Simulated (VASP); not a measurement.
## A VASP 6.6.1 single-point calculation on BaHfO₃

INCAR

```
SIGMA = 0.01
LASPH = .TRUE.
ISMEAR = 0
PREC = Accurate
GGA = PE
LREAL = .FALSE.
LCHARG = .FALSE.
IBRION = -1
EDIFF = 1E-7
ENCUT = 520
LWAVE = .FALSE.
NBANDS = 27
NELM = 56
ISIF = 2
NSW = 0
```

KPOINTS

```
KPOINTS created by Atomic Simulation Environment
0
Gamma
6 6 6
0 0 0
```

POSCAR

```
Ba Hf O
 1.0000000000000000
     4.2188293585999999    0.0000000000000000    0.0000000000000000
     0.0000000000000000    4.2188293585999999    0.0000000000000000
     0.0000000000000000    0.0000000000000000    4.2188293585999999
 Ba  Hf  O
   1   1   3
Cartesian
  0.0000000000000000  0.0000000000000000  0.0000000000000000
  2.1094146792999999  2.1094146792999999  2.1094146792999999
  2.1094146792999999  2.1094146792999999  0.0000000000000000
  2.1094146792999999  0.0000000000000000  2.1094146792999999
  0.0000000000000000  2.1094146792999999  2.1094146792999999
```

The recommended PBE PAW datasets give the neutral cell 38 valence electrons.

Command

```
mpirun -np 1 vasp_std
```

Question: Predict the outcome of this run.

Answer: It converged. Results: gap between bands v and c on the k mesh 3.52 eV; least direct gap on the k mesh 3.77 eV; pressure -1.9 GPa. Band v is the last that the valence electrons fill when counted band by band, and c is the next.

OSZICAR

```
N       E                     dE             d eps       ncg     rms          rms(c)
DAV:   1     0.222633720320E+03    0.22263E+03   -0.20753E+04  1080   0.136E+03
DAV:   2    -0.376757031671E+02   -0.26031E+03   -0.25120E+03  1353   0.315E+02
DAV:   3    -0.504024579595E+02   -0.12727E+02   -0.12675E+02  1340   0.663E+01
DAV:   4    -0.506362357138E+02   -0.23378E+00   -0.23347E+00  1518   0.848E+00
DAV:   5    -0.506424992761E+02   -0.62636E-02   -0.62630E-02  1468   0.821E-01    0.549E+01
DAV:   6    -0.437637776391E+02    0.68787E+01   -0.34410E+01  1231   0.321E+01    0.484E+01
DAV:   7    -0.435919159256E+02    0.17186E+00   -0.19585E+00  1379   0.843E+00    0.326E+01
DAV:   8    -0.435793929452E+02    0.12523E-01   -0.41726E-01  1236   0.489E+00    0.848E+00
DAV:   9    -0.435533261054E+02    0.26067E-01   -0.93685E-02  1237   0.200E+00    0.223E+00
DAV:  10    -0.435534913630E+02   -0.16526E-03   -0.82930E-03  1377   0.575E-01    0.833E-01
DAV:  11    -0.435533306693E+02    0.16069E-03   -0.67132E-04  1349   0.156E-01    0.184E-01
DAV:  12    -0.435533667502E+02   -0.36081E-04   -0.73972E-05  1364   0.540E-02    0.102E-01
DAV:  13    -0.435533723309E+02   -0.55807E-05   -0.95225E-06  1450   0.189E-02    0.126E-02
DAV:  14    -0.435533722158E+02    0.11512E-06   -0.74902E-07  1302   0.523E-03    0.641E-03
DAV:  15    -0.435533720930E+02    0.12280E-06   -0.26152E-07  1308   0.313E-03    0.226E-03
DAV:  16    -0.435533721070E+02   -0.14049E-07   -0.13323E-08   678   0.786E-04
   1 F= -.43553372E+02 E0= -.43553372E+02  d E =-.231254E-29
```

Standard output (part)

```
POSCAR found type information on POSCAR BaHfO
 POSCAR found :  3 types and       5 ions
 LDA part: xc-table for (Slater+PW92), standard interpolation
 POSCAR, INCAR and KPOINTS ok, starting setup
 WAVECAR not read
 entering main loop
```

For comparison, a separate PBE run of the intended cell, on usual settings and not on those above, gives a gap of 3.52 eV on its mesh and a pressure of -1.9 GPa.
